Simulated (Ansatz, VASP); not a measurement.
Two plane-wave programs on HfN

```
Hf N
1.0
     0.00000    2.23403    2.23403
     2.23403    0.00000    2.23403
     2.23403    2.23403    0.00000
Hf N
1 1
Cartesian
  0.0000 0.0000 0.0000
  2.2340 2.2340 2.2340
```

Alike in both runs: functional LDA; k mesh 16 × 16 × 16; occupations gaussian, width 0.1 eV; no spin polarisation.

Ansatz relaxed the structure, and its values are those at the end. VASP's run is a single point on that final structure, the one shown.

```csv
,VASP,Ansatz
version,VASP 6.6.1,Ansatz 0.2.0
potentials or method,"VASP PAW LDA potentials, release 64 (Hf_pv, N)","scalar-relativistic, plane waves, PAW"
plane-wave cutoff (eV),520,420
valence electrons in the cell,15,31
```

|  | VASP | Ansatz | Ansatz less VASP |
| --- | --- | --- | --- |
| gap on the k mesh at the Fermi level (eV) | none | none | - |
| pressure (GPa) | -1.2 | 0.0 | +1.23 |

A gap of «none» marks a metal or a gap that the smearing closes. The two sets of potentials don't hold the same shells in valence.

The runs have no spin-orbit coupling, so splittings on Hf are missing.
